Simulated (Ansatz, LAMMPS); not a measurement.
# Relaxing amorphous SiO2 (84 atoms), part 3 of 4

Wanted: the relaxed structure of amorphous SiO2 (84 atoms) and its electronic structure.

Ansatz 0.2.0; Kohn-Sham DFT, PBE, PAW (set soft_2), plane waves.

The cell: 28 Si and 56 O. The quench rate of 50 K/ps far exceeds what a furnace or splat quench reaches. The starting topology of bonds comes from the classical model. Only the Γ point is sampled in the main run, in a cell whose shortest periodic width is 11 Å.

So far. Step 4 (Cell and atoms relaxed): The relaxation changed the energy by -38.6 meV/atom, and atoms moved by 0.22 Å r.m.s., 0.62 Å at most.

## Step 6: Single point at the relaxed geometry

One more single point at the end of the walk gives the fuller output and checks the residual forces.

input.yaml reads:

```yaml
crystal:
  lattice:
    - [10.59277, 0.04291, 0.16165]
    - [0.04291, 10.70286, -0.09448]
    - [0.16165, -0.09448, 10.60176]
  atoms:
    - { symbol: Si, position: [0.76792, 0.24703, 0.64707] }
    - { symbol: Si, position: [0.55068, 0.81136, 0.67371] }
    - { symbol: Si, position: [0.89963, 0.49252, 0.59962] }
    - { symbol: Si, position: [0.70963, 0.42193, 0.0131] }
    - { symbol: Si, position: [0.26913, 0.78589, 0.70573] }
    - { symbol: Si, position: [0.60732, 0.51163, 0.28122] }
    - { symbol: Si, position: [0.56097, 0.15659, 0.01711] }
    - { symbol: Si, position: [0.96188, 0.49023, 0.05805] }
    - { symbol: Si, position: [0.90916, 0.02002, 0.73612] }
    - { symbol: Si, position: [0.63235, 0.2384, 0.38119] }
    - { symbol: Si, position: [0.12464, 0.93829, 0.89023] }
    - { symbol: Si, position: [0.19267, 0.89469, 0.47111] }
    - { symbol: Si, position: [0.61446, 0.68038, 0.91251] }
    - { symbol: Si, position: [0.12159, 0.06512, 0.1448] }
    - { symbol: Si, position: [0.40871, 0.63033, 0.10166] }
    - { symbol: Si, position: [0.53383, 0.0963, 0.7466] }
    - { symbol: Si, position: [0.98429, 0.38981, 0.34143] }
    - { symbol: Si, position: [0.38285, 0.1213, 0.4994] }
    - { symbol: Si, position: [0.26363, 0.36757, 0.42283] }
    - { symbol: Si, position: [0.74693, 0.69198, 0.48573] }
    - { symbol: Si, position: [0.32574, 0.26042, 0.16212] }
    - { symbol: Si, position: [0.18634, 0.79503, 0.22681] }
    - { symbol: Si, position: [0.87106, 0.13137, 0.29353] }
    - { symbol: Si, position: [0.90672, 0.9157, 0.46993] }
    - { symbol: Si, position: [0.1994, 0.50215, 0.676] }
    - { symbol: Si, position: [0.24501, 0.43823, 0.95001] }
    - { symbol: Si, position: [0.75426, 0.92946, 0.98143] }
    - { symbol: Si, position: [0.95765, 0.77272, 0.07141] }
    - { symbol: O, position: [0.63787, 0.28843, 0.99636] }
    - { symbol: O, position: [0.8126, 0.62, 0.60428] }
    - { symbol: O, position: [0.05418, 0.95178, 0.43818] }
    - { symbol: O, position: [0.64744, 0.19792, 0.73066] }
    - { symbol: O, position: [0.50974, 0.14804, 0.41009] }
    - { symbol: O, position: [0.1037, 0.48279, 0.99731] }
    - { symbol: O, position: [0.72843, 0.1884, 0.26323] }
    - { symbol: O, position: [0.96375, 0.44721, 0.20409] }
    - { symbol: O, position: [0.0556, 0.00377, 0.77313] }
    - { symbol: O, position: [0.89927, 0.46375, 0.44799] }
    - { symbol: O, position: [0.30897, 0.99345, 0.46153] }
    - { symbol: O, position: [0.818, 0.38789, 0.6775] }
    - { symbol: O, position: [0.16658, 0.83547, 0.60824] }
    - { symbol: O, position: [0.82668, 0.0019, 0.86639] }
    - { symbol: O, position: [0.14356, 0.0517, 0.99213] }
    - { symbol: O, position: [0.34256, 0.35708, 0.28404] }
    - { symbol: O, position: [0.12763, 0.4108, 0.37811] }
    - { symbol: O, position: [0.22063, 0.77692, 0.37355] }
    - { symbol: O, position: [0.35356, 0.53659, 0.99331] }
    - { symbol: O, position: [0.48144, 0.12231, 0.89085] }
    - { symbol: O, position: [0.28348, 0.46442, 0.54581] }
    - { symbol: O, position: [0.45788, 0.18078, 0.13469] }
    - { symbol: O, position: [0.27795, 0.23129, 0.48552] }
    - { symbol: O, position: [0.88818, 0.15794, 0.67755] }
    - { symbol: O, position: [0.04279, 0.75342, 0.19575] }
    - { symbol: O, position: [0.42309, 0.1187, 0.64655] }
    - { symbol: O, position: [0.19191, 0.94321, 0.1996] }
    - { symbol: O, position: [0.04498, 0.5006, 0.65153] }
    - { symbol: O, position: [0.85787, 0.77889, 0.42151] }
    - { symbol: O, position: [0.72119, 0.24132, 0.50326] }
    - { symbol: O, position: [0.952, 0.24338, 0.35588] }
    - { symbol: O, position: [0.04417, 0.82352, 0.95277] }
    - { symbol: O, position: [0.71279, 0.79571, 0.9204] }
    - { symbol: O, position: [0.66021, 0.53405, 0.92189] }
    - { symbol: O, position: [0.86169, 0.39996, 0.98552] }
    - { symbol: O, position: [0.5135, 0.71352, 0.02749] }
    - { symbol: O, position: [0.90714, 0.63255, 0.0411] }
    - { symbol: O, position: [0.67827, 0.60864, 0.37609] }
    - { symbol: O, position: [0.96945, 0.08283, 0.17835] }
    - { symbol: O, position: [0.24024, 0.6398, 0.72804] }
    - { symbol: O, position: [0.40399, 0.80945, 0.63471] }
    - { symbol: O, position: [0.55903, 0.69653, 0.77247] }
    - { symbol: O, position: [0.87515, 0.92204, 0.62219] }
    - { symbol: O, position: [0.2383, 0.41435, 0.7965] }
    - { symbol: O, position: [0.20209, 0.17915, 0.2035] }
    - { symbol: O, position: [0.25546, 0.87121, 0.83562] }
    - { symbol: O, position: [0.63741, 0.78343, 0.54821] }
    - { symbol: O, position: [0.65128, 0.03221, 0.0409] }
    - { symbol: O, position: [0.47605, 0.57095, 0.22576] }
    - { symbol: O, position: [0.58374, 0.38125, 0.3572] }
    - { symbol: O, position: [0.84454, 0.87742, 0.09405] }
    - { symbol: O, position: [0.29003, 0.71765, 0.144] }
    - { symbol: O, position: [0.28762, 0.31466, 0.02532] }
    - { symbol: O, position: [0.584, 0.95105, 0.72972] }
    - { symbol: O, position: [0.83328, 0.02056, 0.39016] }
    - { symbol: O, position: [0.6959, 0.47563, 0.15802] }
kpoints:
  mp_grid: { grid: [1, 1, 1] }
hamiltonian:
  xc: pbe
scf:
  occupations: { method: fermi_dirac, width: 0.025 }
output:
  forces: true
  stress: true
  populations: true
  dos:
    method: { smearing: { sigma: 0.08 } }
    de: 0.05
    projected: { site_lists: { O: [O], Si: [Si] } }
  eigenvalues: true
  write_density: true
  write_potential: true
  volumetric_format: npy
```

On the command line:

```sh
$ ansatz run input.yaml --threads 4 --pin off --max-ram 8192MiB --backend cpu --events-out ev --progress --plain --runs-dir out
```

Numbers of over 12 decimals in the logs are rounded to 6 here.

Output:

```text
[...]
Crystal: 84 atoms, lattice volume = 1201.558 Å³
Basis set: ecut = 420 eV, 23473 PW (Γ), exchange–correlation on 144×144×144 points (8 copies of the dense FFT grid, shifted against one another)
Bands: 308, of which v1, the nominal top of the filled ones, is band 224 counted from 1 (223 counted from 0)
Symmetry: 1 space group operations
[...]
k-points: 1
[...]
SCF iter   1: F=—  HF=-49667.752138 eV  |F-HF|=—  |Δ(HF+E_count)|=         —  Δρ=1.74e-3  dr2=3.29e-2  ethr=1.77e-3  ⟨swp⟩=7.0  Hψ=1497  notcnv=0  defer=43
[...]
SCF iter   9: F=-49667.768667 eV  HF=-49667.768667 eV  |F-HF|=1.26e-8  |Δ(HF+E_count)|=   8.91e-8  Δρ=8.67e-7  dr2=9.72e-9  ethr=2.23e-11  ⟨swp⟩=9.0  Hψ=2013  notcnv=0
SCF 1 converged in 9 iterations: F = -49667.768667 eV  dr2 = 9.72e-9
[...]
WARN: The input density's exchange-correlation potential varies sharply where the density is thin. Do not read a vacuum level from v_tot or v_xc, or from such a field of the output density. On a cell that repeats whose density bears no net charge and no dipole along the vacuum's axis use v_es (v_loc + v_h of the components); [...]
SCF converged after 9 iterations
Free energy (F): -49667.768667 eV
[...]
Internal energy: -49667.768667 eV  (E = F + TS)
E sigma→0 (E₀):  -49667.768667 eV
Fermi energy:    4.122811 eV
[...]
--- Forces (eV/Å), atoms counted from 1 ---
  atom   1  Si    -0.00414195     0.00127924    -0.00421068
  atom   2  Si     0.00285578     0.00350812    -0.00082753
  atom   3  Si    -0.00072988    -0.00289284    -0.00354362
  atom   4  Si     0.00150495    -0.00296122     0.00234594
  atom   5  Si    -0.00132506     0.00318826    -0.00004265
  atom   6  Si     0.00036502    -0.00482644    -0.00075477
  atom   7  Si     0.00062641     0.00186258    -0.00042850
  atom   8  Si    -0.00416501    -0.00188290     0.00296726
  atom   9  Si    -0.00330058     0.00048206     0.00005468
  atom  10  Si    -0.00199656     0.00240938    -0.00231236
  atom  11  Si    -0.00453264    -0.00027660    -0.00132774
  atom  12  Si     0.00073036    -0.00148011    -0.00095826
  atom  13  Si     0.00004051    -0.00638321     0.00685552
  atom  14  Si    -0.00410607    -0.00165028     0.00862200
[...]
atom  83  O      0.00086610     0.00308638    -0.00172630
  atom  84  O      0.00052365     0.00036824     0.00139062
  max |Σ_I F_I| component: 5.02e-5 eV/Å
--- Stress (GPa, compression-positive) ---
       -0.013147       0.003826       0.006870
        0.003825      -0.010604       0.000069
        0.006869       0.000068      -0.017898
  P = ⅓ Tr σ = -0.0139 GPa (-0.139 kbar)
--- Band table (eV) ---
[...]
--- Löwdin populations: 84 sites ---
  site symbol       q [e]
     0     Si      2.2077
     1     Si      2.2062
     2     Si      2.2098
[...]
83      O      6.7999
  spilling = 0.013701 (of n_electrons = 448.000000)
```

It took 19 s on 4 threads of Arm Neoverse V1, shared host; peak memory 1.3 GiB; 71 s of CPU time.

The program notes that the exchange-correlation potential is rough where the density is thin.

The run gave:

```
free energy                                      : -49667.7687 eV
free energy per atom                             : -591.2830 eV/atom
SCF cycles                                       : 9
pressure                                         : -0.01388 GPa
r.m.s. force component                           : 0.00246 eV/Å
longest force                                    : 0.00969 eV/Å
Fermi energy                                     : 4.123 eV
gap (highest filled to lowest empty level) : 5.226 eV
spilling of the projection                       : 0.0137
```

Löwdin charges by element (they lack the spilled electrons, 0.073 e an atom on average):

| element | coordination | atoms | mean charge (e) | spread | least | most |
| --- | --- | --- | --- | --- | --- | --- |
| O | all | 56 | -0.783 | 0.0085 | -0.800 | -0.767 |
| Si | all | 28 | 1.79 | 0.008 | 1.77 | 1.80 |

States in the cell by windows of 1 eV, zero at the Fermi level; the larger projections on atomic orbitals stand beside the total:

| from (eV) | to (eV) | total | O p | Si p | Si s |
| --- | --- | --- | --- | --- | --- |
| -14 | -12 | 0.0 | 0.0 | 0.0 | 0.0 |
| -12 | -11 | 10.6 | 6.9 | 0.3 | 2.9 |
| -11 | -10 | 16.9 | 11.3 | 1.0 | 3.6 |
| -10 | -9 | 16.8 | 11.9 | 1.9 | 2.2 |
| -9 | -8 | 26.5 | 19.9 | 5.0 | 0.9 |
| -8 | -7 | 41.2 | 32.2 | 8.1 | 0.2 |
| -7 | -6 | 10.7 | 8.5 | 1.2 | 0.0 |
| -6 | -5 | 50.5 | 43.5 | 3.9 | 0.1 |
| -5 | -4 | 72.6 | 67.2 | 2.6 | 0.1 |
| -4 | -3 | 67.4 | 64.4 | 1.3 | 0.1 |
| -3 | -2 | 22.8 | 22.3 | 0.2 | 0.0 |
| -2 | 2 | 0.0 | 0.0 | 0.0 | 0.0 |
| 2 | 3 | 2.0 | 0.1 | 0.1 | 1.1 |
| 3 | 4 | 1.7 | 0.1 | 0.5 | 0.6 |
| 4 | 5 | 11.8 | 1.1 | 3.5 | 3.8 |

Between -22 and -14 eV lie 112 more states.

The levels nearest the highest filled one (over half full), pooled over k-points and spins:

| level less the highest filled one (eV) | occupation |
| --- | --- |
| -0.271 | 2 |
| -0.234 | 2 |
| -0.228 | 2 |
| -0.158 | 2 |
| -0.084 | 2 |
| 0 | 2 |
| 5.23 | 0 |
| 6.55 | 0 |
| 6.90 | 0 |
| 6.92 | 0 |
| 7.14 | 0 |
| 7.19 | 0 |

Valence density in the ac plane at fractional y = 0.493, with atoms of Si and O within 0.2 Å of it. It is the smooth field of the valence electrons, not physical close to the nuclei.

Ten steps, logarithmic in the rise over the least value, from '0' (0.0 e/Å³) to '9' (6.3 e/Å³), each cell a mean:
```
468986435787531013567643334333
235654334555320013688742222211
012223333322100013577631111000
000113444210000001344321000000
000123554310000000011100000000
222234554210000000000000110001
565433443210000000000011222123
898642233210000000000012333345
899753345421000000000012343246
677533567752000000000012332235
333223579863100000000001234443
211112468853100000000001246653
211111245431000000000001368975
222332222210000011111111368975
223443211100000123332211245654
223343210000001233433210112332
222221100011122333233210001233
431100000011234443234321012456
641000000001245543467653113578
642000000001234333479974213577
432100000011122212479975212455
334332111222211101246653223333
457764223455421001234433233322
579986435687531001344433344433
```
Columns run along a (10.6 Å), rows up along c (10.6 Å). Atoms in or near the plane, at fractional coordinates: Si at (0.90, 0.60), Si at (0.61, 0.28), Si at (0.96, 0.06), Si at (0.20, 0.68), O at (0.10, 0.00), O at (0.04, 0.65), O at (0.70, 0.16).

Electrostatic potential energy in the ac plane at fractional y = 0.493, with atoms of Si and O within 0.2 Å of it. With pseudopotentials it is smooth inside the atoms' cores, unlike the true potential.

Values in eV, 13 rows by 16 columns, each cell a mean:
```
  1 -18 -14 -23 -26 -14  -1   9   9   5 -19 -12   2   6   4  -2
  8   8   5  -3  -4   4   8   9   9   8  -7   1   8   9   9   8
  9   7   4   1   4   8   9   9   9   9   9   9   9   9   8   9
 -4  -4 -21 -34 -10   6   9   9   9   9   9   9   9   5   2   5
-37 -28 -26 -41 -15   5   9   9   9   9   9   9   6 -15 -36 -19
 -1   3   3  -6 -30  -7   9   9   9   9   9   8   5 -18 -41 -23
  7   8   8   5 -10   1   9   9   9   9   9   8   8  -1 -23  -3
  5   7   7   6   4   6   8   8   7   5   6   8   9   2 -21  -4
  2   6   8   8   7   8   9   7  -3 -26 -19   2   8   8   6   1
  4   8   9   9   9   9   9   6  -7 -41 -35  -2   8   9   6  -4
  0   8   9   8   8   8   7   6   4  -3 -20 -31   3   8   2 -19
-15   5   8   7   7   6   6   6   7   6  -5 -18   2   4 -14 -34
-26 -29 -16  -2  -3 -11  -2   7   7   6  -3 -15  -3   2 -19 -43
```
Columns run along a (10.6 Å; values clipped at the 3rd and 97th percentile), rows up along c (10.6 Å). Atoms in or near the plane, at fractional coordinates: Si at (0.90, 0.60), Si at (0.61, 0.28), Si at (0.96, 0.06), Si at (0.20, 0.68), O at (0.10, 0.00), O at (0.04, 0.65), O at (0.70, 0.16).

Mean Löwdin charges: O -0.78, Si +1.79 e (they miss 1.4 % of the electrons, so they add up to more than the cell's charge). The largest share in the top eV of filled states is O p (98 % of the projected weight), and in the lowest eV of empty states Si s (65 % of the projected weight).

Local excerpt of 9 atoms (numbers count through the whole input) about O68, picked at random; x, y, z are measured from there.

| atom | x | y | z | distance (Å) | bonds | Löwdin charge (e) |
| --- | --- | --- | --- | --- | --- | --- |
| O68 | 0.00 | 0.00 | 0.00 | 0.00 | 2 | -0.79 |
| Si5 | 0.31 | 1.57 | -0.25 | 1.62 | 4 | 1.79 |
| Si25 | -0.45 | -1.47 | -0.55 | 1.63 | 4 | 1.79 |
| O72 | -0.02 | -2.42 | 0.75 | 2.53 | 2 | -0.77 |
| O41 | -0.79 | 2.10 | -1.30 | 2.60 | 2 | -0.79 |
| O56 | -2.09 | -1.49 | -0.83 | 2.70 | 2 | -0.78 |
| O49 | 0.42 | -1.86 | -1.91 | 2.70 | 2 | -0.77 |
| O69 | 1.73 | 1.83 | -0.98 | 2.70 | 2 | -0.79 |
| O74 | 0.19 | 2.47 | 1.12 | 2.72 | 2 | -0.78 |

The column of bonds counts only the pairs O-Si within 2.08 Å; other neighbours, such as metal atoms beside each other in a compound, aren't counted, and periodic images can show an atom twice.

## Step 7: K-mesh 2×2×2

Large cells are often run on few k-points; this run checks whether the reference had enough.

input.yaml, as its differences from that of step 6:

```diff
@@ -8,3 +8,3 @@
 kpoints:
-  mp_grid: { grid: [1, 1, 1] }
+  mp_grid: { grid: [2, 2, 2] }
 hamiltonian:
@@ -22,4 +22 @@
   eigenvalues: true
-  write_density: true
-  write_potential: true
-  volumetric_format: npy
```

Output:

```text
[...]
Crystal: 84 atoms, lattice volume = 1201.558 Å³
Basis set: ecut = 420 eV, 23473 PW (Γ), exchange–correlation on 144×144×144 points (8 copies of the dense FFT grid, shifted against one another)
Bands: 308, of which v1, the nominal top of the filled ones, is band 224 counted from 1 (223 counted from 0)
Symmetry: 1 space group operations
[...]
k-points: 8
[...]
SCF iter   1: F=—  HF=-49667.818835 eV  |F-HF|=—  |Δ(HF+E_count)|=         —  Δρ=1.75e-3  dr2=3.34e-2  ethr=1.77e-3  ⟨swp⟩=7.0  Hψ=12270  notcnv=0  defer=326
[...]
SCF iter   8: F=—  HF=-49667.828197 eV  |F-HF|=—  |Δ(HF+E_count)|=   5.11e-7  Δρ=3.89e-6  dr2=1.44e-7  ethr=2.23e-11  ⟨swp⟩=14.6  Hψ=14144  notcnv=0
SCF iter   9: F=-49667.828197 eV  HF=-49667.828197 eV  |F-HF|=1.05e-8  |Δ(HF+E_count)|=   8.66e-8  Δρ=7.77e-7  dr2=8.07e-9  ethr=2.23e-11  ⟨swp⟩=5.0  Hψ=9083  notcnv=0
SCF 1 converged in 9 iterations: F = -49667.828197 eV  dr2 = 8.07e-9
[...]
SCF converged after 9 iterations
Free energy (F): -49667.828197 eV
[...]
Internal energy: -49667.828197 eV  (E = F + TS)
E sigma→0 (E₀):  -49667.828197 eV
Fermi energy:    4.140090 eV
[...]
Σ components = -49667.828197   (vs F -49667.828197, Δ=0.00e0)
--- Forces (eV/Å), atoms counted from 1 ---
  atom   1  Si    -0.00546254    -0.00096100    -0.00332289
  atom   2  Si     0.00416617     0.00257717     0.00017601
  atom   3  Si     0.00154744    -0.00071681    -0.00055676
  atom   4  Si    -0.00116925    -0.00125258     0.00349610
[...]
atom  84  O      0.00224778     0.00069234     0.00041581
  max |Σ_I F_I| component: 5.04e-5 eV/Å
--- Stress (GPa, compression-positive) ---
       -0.005601       0.001158       0.007620
        0.001158      -0.005946      -0.000425
        0.007619      -0.000426      -0.015603
  P = ⅓ Tr σ = -0.0090 GPa (-0.090 kbar)
--- Band table (eV; the first three rows and the last of 8) ---
[...]
--- Löwdin populations: 84 sites ---
  site symbol       q [e]
     0     Si      2.2080
     1     Si      2.2062
     2     Si      2.2097
[...]
83      O      6.7998
  spilling = 0.013701 (of n_electrons = 448.000000)
```

The job ended after 2.6 min (4 threads; peak memory 6.8 GiB; 10 min of CPU time).

Geometry and reference: those of the single point at the relaxed geometry.

Forces differ from those of the single point at the relaxed geometry by 3.3 meV/Å r.m.s.; the energy by -0.71 meV/atom. It took 2.6 min and 9 cycles; the reference's time can't be set against it, since the two runs asked for unlike analyses.

[end of part 3 of 4]

[Logs are printed without paths, hosts, clocks, repeated set-up lines and the standing remarks that a program may print on its own settings, such as how far it seeks lower states.]

[Hosts, paths, dates, database ids (printed as entryN), source tags and the programs' standing remarks are cut or masked in the printed files.]
